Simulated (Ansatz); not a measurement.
A series in volume per atom on S

Results calculated with Ansatz 0.2.0 development build, not measured. Equation of state of a cubic crystal from periodic Kohn-Sham density functional theory without spin; pressure corrected for the finite basis.

Cell of the first row (space group Pm-3m, No. 221):
```
cell vectors (Å)
   2.5285     0.0000     0.0000
   0.0000     2.5285     0.0000
   0.0000     0.0000     2.5285
atoms (fractions of the cell vectors)
S   0.00000  0.00000  0.00000
```

Settings of every row: formula S; structure type simple cubic; functional PBE; spin treatment none; k mesh 42x42x42; occupation method fermi-dirac; occupation width 0.061225619 eV; wave cutoff 420 eV; datasets soft-1 PAW; density cutoff ratio 4.

Limits: a cubic model structure, not a phase known at ambient conditions.

| row | volume per atom (Å³) | pressure (GPa) | energy above lowest point (meV/atom) |
| --- | --- | --- | --- |
| 1 | 16.166 | 5.995 | 18.66 |
| 2 | 16.51 | 3.827 | 8.15 |
| 3 | 16.854 | 1.868 | 2.08 |
| 4 | 17.198 | ? | ? |
| 5 | 17.541 | -1.5 | 1.53 |
| 6 | 17.886 | -2.944 | 6.33 |
| 7 | 18.229 | -4.245 | 14.07 |

Question: what pressure should row 4 give?

Worked fit of pressure. Take u = (V_r/V)^(2/3) − 1 with V_r = 17.197 Å³ an atom, which is twice the finite (Eulerian) strain; such expansions in the strain, on which the Birch-Murnaghan equation of state is built, carry the rest volume and the bulk modulus. The shown rows have u = 0.04208, 0.02755, 0.01352, -0.01312, -0.02585, -0.03811. Least squares give pressure = 0.1015 + 126.354 × u + 324.61 × u² GPa; a straight line predicts inner rows, each left out in turn, worse (root mean square 0.19 against 0.0033 GPa). The rows lie off it by 0.002, -0.002, -0.001, 0.000, 0.004, -0.003. The pressure vanishes at u = -0.0008, or V = 17.22 Å³ an atom, and there the bulk modulus at fixed shape and fractions is B = −V dP/dV = (2/3)(1 + u) dP/du = 83.8 GPa. The withheld row has u = -4e-05, so the fit gives 0.1015 + 126.354 × (-4e-05) + 324.61 × (-4e-05)² = 0.096 GPa.

The calculation gave 0.098 GPa. The fit lies 0.002 GPa (2 % of the value, 0.02 % of the column's range) below it; its largest miss of a shown row is 0.004 GPa.

The other values of row 4: energy above lowest point 0 meV/atom.
